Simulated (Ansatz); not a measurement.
**HfN: stress in a strained cell**

Aim: deform HfN (equal xy, yz and zx engineering shear strains of +2 %) and compute stress, forces and field gradients with LAPW, PAW and all-electron datasets made for the crystal.

Program: Ansatz 0.2.0. Level of theory: DFT PBEsol, scalar-relativistic. These are calculated values, not measurements.

## (1) The starting structure

The structure is cubic, space group Fm-3m (No. 225). Conventional cell: a = 4.518 Å, b = 4.518 Å, c = 4.518 Å, α = 90.00°, β = 90.00°, γ = 90.00°. Hf (site symmetry m-3m) is surrounded by 6 N at 2.26 Å. N (site symmetry m-3m) is surrounded by 6 Hf at 2.26 Å.

As a file:

```
Hf N
1.0
     0.00000    2.25900    2.25900
     2.25900    0.00000    2.25900
     2.25900    2.25900    0.00000
Hf N
1 1
Direct
  0.00000 0.00000 0.00000
  0.50000 0.50000 0.50000
```

Atoms are numbered in the order of the input: Hf1, N2.

## (2) The deformed structure

Space group Fm-3m before, R-3m after.

## (3) LAPW, all electrons

input.yaml

```yaml
crystal:
  lattice:
    - [0.04518, 2.28159, 2.28159]
    - [2.28159, 0.04518, 2.28159]
    - [2.28159, 2.28159, 0.04518]
  atoms:
    - { symbol: Hf, position: [0.0, 0.0, 0.0] }
    - { symbol: "N", position: [0.5, 0.5, 0.5] }
kpoints:
  mp_grid: { grid: [10, 10, 10] }
  band_path:
    path:
      - [0.0, 0.0, 0.0]
      - [0.5, 0.5, 0.5]
      - [0.2451701269, 0.5, 0.7548298731]
      - [-0.2451701269, 0.2451701269, 0.5]
      - [0.0, 0.0, 0.5]
      - [0.0, 0.0, 0.0]
      - [-0.3725850634, 0.0, 0.3725850634]
      - [0.0, 0.3725850634, 0.6274149366]
      - [0.0, 0.5, 0.5]
    npoints: 5
scf:
  occupations: { method: fermi_dirac, width: 0.01 }
hamiltonian:
  xc: pbesol
  pseudopotentials: { kind: all_electron, lapw: { basis_error: 0.0005 } }
output:
  forces: true
  stress: true
  eigenvalues: true
```

Run with:

```sh
$ ansatz run input.yaml --threads 1 --pin off --max-ram 3072MiB --backend cpu --events-out ev --progress --plain --runs-dir out
```

## (4) PAW with frozen cores

input.yaml

```yaml
crystal:
  lattice:
    - [0.04518, 2.28159, 2.28159]
    - [2.28159, 0.04518, 2.28159]
    - [2.28159, 2.28159, 0.04518]
  atoms:
    - { symbol: Hf, position: [0.0, 0.0, 0.0] }
    - { symbol: "N", position: [0.5, 0.5, 0.5] }
kpoints:
  mp_grid: { grid: [10, 10, 10] }
scf:
  occupations: { method: fermi_dirac, width: 0.01 }
hamiltonian:
  xc: pbesol
  pseudopotentials: { kind: paw }
output:
  forces: true
  stress: true
  eigenvalues: true
  efg: { contact_densities: true }
```

## (5) All-electron PAW on datasets made for the crystal

Edit input.yaml of step 4 so:

```diff
@@ -14,3 +14,3 @@
   xc: pbesol
-  pseudopotentials: { kind: paw }
+  pseudopotentials: { kind: all_electron, datasets: crystal }
 output:
```

(Steps that only read results are left out.)

What does the calculation give? Wanted: pressure; largest shear or deviatoric stress.

As calculated:

```
                                 quantity                                              value
                                 pressure  LAPW -2.86, PAW -2.91, crystal datasets -2.86 GPa
largest shear or deviatoric stress (LAPW)                                           2.01 GPa
```

In words: The largest part of the stress beyond the pressure is 2.01 GPa in size; the atoms are carried along and not relaxed. No run of the undeformed cell stands beside it, so the pressure holds what the given cell had before the change. PAW: stress within 0.05 GPa of LAPW. Crystal datasets: stress within 0.01 GPa of LAPW. Spin-orbit coupling is left out, though the cell holds Hf; in elements this heavy it can shift bands and gaps by tenths of an eV. HfN has an odd count of electrons, so a run without spin can force a false metal and spoil its energy.
